In zinc oxide an oxygen vacancy moves when a neighbouring oxygen atom jumps into it. The atom goes one way, and the empty site goes the other. The rows below are snapshots, called images, along one such jump. The host crystal is a tetragonal form of ZnO in which, as in ordinary wurtzite, each atom has four neighbours. Two electrons have been taken out of the cell, so that the vacancy is nominally doubly positive.

Oxygen-vacancy jump in a 15-atom Zn8O7 cell (edges 6.497 Å, charge +2 e): nudged elastic band with five inner images, no climbing image and a fixed cell. Ansatz 0.2.0, plane-wave PAW, scalar-relativistic PBE without spin polarisation; cutoff 420 eV, Gamma-centred 4×4×4 k mesh, Gaussian smearing 0.05 eV. Energies are free energies, including the smearing term.

```tsv
image number	image path length (Å)	image energy (eV over image 0)
0	0.000	0.000
1	0.517	0.306
2	1.033	1.332
3	1.550	1.873
4	2.067	1.332
5	2.583	0.306
6	3.100	0.000
```

### 1. Which image is highest, and is the way back any cheaper?

Image 3 is highest, at 1.87 eV above the start, and the way back costs the same. The two ends are equivalent: after the jump the crystal looks as it did before, with the vacancy on a neighbouring oxygen site. Images 4 to 6 therefore mirror images 2 to 0, and their agreement is no independent confirmation of the numbers.

The likely cause of the barrier is ordinary bonding. The oxygen atom has to loosen bonds to zinc before the bonds at its new site can hold it, and on the way it has to squeeze between neighbours. At the midpoint it belongs equally to both sites and is well bound to neither.

### 2. Where is the climb steepest?

It is steepest between images 1 and 2, where the energy rises by 1.03 eV, more than half the barrier. The start is a relaxed structure, so the slope is zero there. The slope is zero again at the midpoint, because a smooth curve that is its own mirror image must be flat at its centre. The strongest pull back towards the old site has to lie in between.

The simplest smooth curve with these properties is

$$E(s) = E_b \sin^2\!\left(\frac{\pi s}{L}\right),$$

where $s$ is the image path length, $L$ its value at the last image and $E_b$ the energy of image 3. Nothing is fitted beyond reading $E_b$ and $L$ from the table. Image 3 is thus matched by construction, and only images 1 and 2 test the curve.

Take image 2. It lies a third of the way along, so the sine is that of 60° and its square is 3/4. The estimate is $0.75 \times 1.87 = 1.40$ eV, against a computed 1.33 eV. For a curve drawn from symmetry and one height, that is close.

At image 1 the same curve does worse. It puts a quarter of the barrier there, or 0.47 eV, while the calculation gives 0.31 eV. A quartic double well, another simple shape, is too high at both images by more than the sine curve is. The computed valley is wider than either picture allows, and the next question asks why.

### 3. Why does the jump start so gently?

Most likely the neighbours get out of the way, and early in the jump this helps most in proportion. The evidence is the band of images before it was relaxed. In that first guess the barrier was 3.20 eV, and the sine curve, scaled to that height, described images 1 and 2 to within about 0.05 eV. The misfit of the final curve at image 1 is three times as large, so it arose while the atoms were relaxing.

Relaxation took away 64 % of the energy at image 1 but only 41 % at image 3. In electronvolts the saving is still largest at the top. The images may also have shifted along the path. If the oxygen atom of image 1 now lags behind its first position, part of the saving there comes from that and not from the neighbours.

Theory offers a reason for the difference. Close to a minimum the energy grows as $\tfrac{1}{2}kx^2$, where $x$ is the displacement and $k$ the stiffness in the chosen direction. A first guess pushes the atoms in a direction that takes no account of stiffness. A relaxed path can leave the minimum in a soft direction, with small $k$, and much of the early cost disappears. At the midpoint there is less to choose: the neighbours can widen the gap, but the oxygen atom must still pass through it with its bonds weakened.

The result is a wide valley below a narrower top. Judged from images half an ångström apart, the top is about 1.8 times as sharply curved as the valley, whereas the sine curve makes the two equal. For this jump, the unrelaxed path was a poor guide to the barrier and, in proportion, an even poorer one to the first part of the climb.

### 4. What would change with four inner images instead of five?

The barrier would read too low by nearly 0.2 eV, although the physics would be the same. With five inner images, one sits exactly at the midpoint. With four, the two highest would sit at two fifths and three fifths of the path, on either side of the top.

The loss follows from the sine curve. At two fifths of the path the angle is 72°, and the squared sine is 0.90, so about a tenth of the barrier is cut off. A parabola drawn through the computed images 2, 3 and 4 gives almost the same loss.

This is also why it does little harm here that no image was made to climb to the highest point. Symmetry has already placed one there. For a symmetric path with a single top, use an odd number of inner images. For a jump between unequal sites the top can lie anywhere, and a climbing image is needed.

### 5. What would change if the two electrons were put back?

The barrier would probably rise. A neutral oxygen vacancy holds two electrons in a level built largely from zinc orbitals that point into the empty site. When an oxygen atom moves in, it breaks up the space in which these electrons were comfortable, and their energy goes up. With the level empty, nobody pays that price. Calculations on wurtzite ZnO do find that the doubly positive vacancy moves more easily than the neutral one, but the present table holds only one charge.

Even for that charge, the top deserves some suspicion. At image 3 the gap between filled and empty bands has almost closed, so electrons can spread over levels that ought to be either full or empty. In this run very few do, since the smearing term in the energy stays tiny, but the order of the levels is no longer safe. The PBE functional makes the gap of ZnO much too small, which invites this trouble. The label "doubly positive" is therefore less secure at the top of the barrier than the electron count suggests. A metallic cell is reported for image 3 only. At image 0 the smearing term is practically zero, so the equivalent ends show no sign of partly filled levels. A functional that opens the gap, such as a hybrid, is the natural choice for checking the top.

### 6. Does a vacancy with this barrier move in a device?

By this jump alone it does not get far at any temperature. Each oxygen site in this crystal has just one neighbour that a jump of this kind can reach, so repeating it only carries the vacancy to and fro. To travel further the vacancy needs other jumps, whose barriers are not in the table. What the table can tell is how often this one jump happens. Its rate is roughly

$$\Gamma = \nu\, e^{-E_b/k_BT},$$

where $\nu$ is the rate at which the atom tries, $k_B$ Boltzmann's constant and $T$ the temperature. A typical $\nu$ for an atom in a solid is about $10^{13}$ per second, a rough value set by lattice vibrations.

Asking for one jump a second gives $T = E_b/(k_B \ln 10^{13})$, where the logarithm is about 30. The answer is about 730 K. At 300 K the rate falls to some $10^{-18}$ per second, which is no motion at all on any useful time scale. At 1000 K it is a few thousand per second.

ZnO serves as a transparent channel material in thin-film transistors, where oxygen vacancies affect the conductivity. If the other jumps cost about as much as this one, the vacancies present after the last hot step would stay where they are. The estimate belongs to the tetragonal crystal, however, while ZnO films normally have the wurtzite structure, whose barrier can differ. It also belongs to the doubly positive vacancy. In a strongly n-type film the vacancy is expected to be neutral, and the barrier of question 5 then applies, not this one.

### 7. Which digits can be trusted?

For this cell, functional, cutoff and k mesh, the first decimal can be trusted as a result of the path that was followed; the third cannot. In the last step of the relaxation the barrier still moved by 0.01 eV and image 2 by 0.03 eV. These changes are small beside the differences between images 0 to 3, so the shape of the curve is safe.

As a property of a real crystal the number is less certain. One oxygen site in eight is empty, and each vacancy has charged copies of itself about 6.5 Å away. The copies interact electrically with one another and with the background charge that keeps the cell neutral. They also share the same few atoms for relaxation, in a cell whose size is fixed. Part of this error cancels between start and top, but how much can only be learned from a larger cell. The barrier also leaves out the zero-point motion of the atoms and any effect of temperature on the energies.

The exponential decides how much such an error matters. A change of 0.1 eV in the barrier alters the rate about 50 times at 300 K, but only about three times at 1000 K. The verdict that this jump is frozen at room temperature survives this easily, because the rate is so many powers of ten too small. A precise value for the jump rate at room temperature would not.

### 8. Could the oxygen atom find a cheaper way?

It could, and the table cannot rule it out. The computed path is symmetric, and at image 3 the forces keep that symmetry. An atom balanced exactly on a symmetric ridge feels no sideways push, even if the ground falls away on both sides. A relaxation that follows forces will then leave it there.

A true mountain pass is a maximum along the path and a minimum in every other direction. If image 3 is also a maximum in some sideways direction, a bent path runs round it at lower energy. Within this cell and functional, 1.87 eV is therefore best read as an upper limit on the barrier, apart from the small uncertainty of the relaxation and provided that the two ends are true minima. That is unchecked too: relaxations of this kind keep the symmetry of the start, and if a less symmetric end lies lower, the barrier seen from there could be higher.

The test is simple. Push the oxygen atom of image 3 about a tenth of an ångström off the symmetric path, in more than one direction, and relax the band again. If it returns, the path is stable against these pushes, though a quite different path could still be lower. If it slides away, this jump is easier than the table says, and how much easier is the question that the symmetric path leaves open.
